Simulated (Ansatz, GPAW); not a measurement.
This is a calculation of PbSe (Clausthalite) for Ansatz 0.2.0. 

input.yaml

```yaml
crystal:
  lattice:
    - [0.0, 3.06065, 3.06065]
    - [3.06065, 0.0, 3.06065]
    - [3.06065, 3.06065, 0.0]
  atoms:
    - { symbol: Pb, position: [0.0, 0.0, 0.0] }
    - { symbol: Se, position: [0.5, 0.5, 0.5] }
hamiltonian:
  xc: pbe
  pseudopotentials: { kind: paw }
kpoints:
  mp_grid: { grid: [8, 8, 8] }
scf:
  occupations: { method: gaussian, width: 0.011 }
output:
  forces: true
  stress: true
  eigenvalues: true
  write_density: true
  write_potential: true
  elf: true
  volumetric_format: npy
```

Potentials or basis: Ansatz PAW.

Run with:

```console
$ ansatz run input.yaml --threads 2 --pin off --max-ram 5632MiB --backend cpu --events-out ev --progress --plain --runs-dir out
```

Problem. What does the same run look like in GPAW 26.7.0 (ASE script)? Potentials or basis there: GPAW PAW data sets (gpaw-data 1.2.1), cutoff 600 eV.

Solution. As run (cutoffs and basis follow the program's own potentials, and thresholds, step limits or extra output files can differ):

The input run.py:

```python
from ase.dft.bandgap import bandgap
from ase.io import read, write
from ase.units import GPa
from gpaw import GPAW, PW

atoms = read('POSCAR')

calc = GPAW(mode=PW(600),
            xc='PBE',
            kpts={'size': (8, 8, 8), 'gamma': True},
            occupations={'name': 'methfessel-paxton', 'order': 0, 'width': 0.011},
            nbands=19,
            convergence={'density': 1e-05, 'energy': 1e-05},
            maxiter=150,
            txt='gpaw.txt')
atoms.calc = calc
energy = atoms.get_potential_energy()
forces = atoms.get_forces()
stress = atoms.get_stress()
calc.write('gs.gpw')
write('result.traj', atoms)
print(f'Energy: {energy:.6f} eV')
print('Forces (eV/A):')
print(forces.round(4))
print('Stress (GPa):', (stress / GPa).round(3))
print('Fermi level:', round(calc.get_fermi_level(), 4), 'eV')
print(f'Gap: {bandgap(calc)[0]:.4f} eV, direct: {bandgap(calc, direct=True)[0]:.4f} eV')
```

The input POSCAR:

```
PbSe
1.0
    0.0000000000      3.0606500000      3.0606500000
    3.0606500000      0.0000000000      3.0606500000
    3.0606500000      3.0606500000      0.0000000000
Pb Se
1 1
Direct
    0.0000000000      0.0000000000      0.0000000000
    0.5000000000      0.5000000000      0.5000000000
```

Potentials or basis: GPAW PAW data sets (gpaw-data 1.2.1), pw.

Run with:

```console
$ OMP_NUM_THREADS=1 python run.py
```

Both were run:

|  | Ansatz | GPAW |
| --- | --- | --- |
| Pressure | 2.4 GPa | 2.2 GPa |

Ansatz's pressure holds a Pulay term of +0.02 GPa for its cutoff of 420 eV, which the other run lacks.

The potentials hold 30 and 20 valence electrons a cell.

Where Ansatz's input types no cutoff or centring, it takes its own default and a Γ-centred mesh.

Pressure is positive in compression.
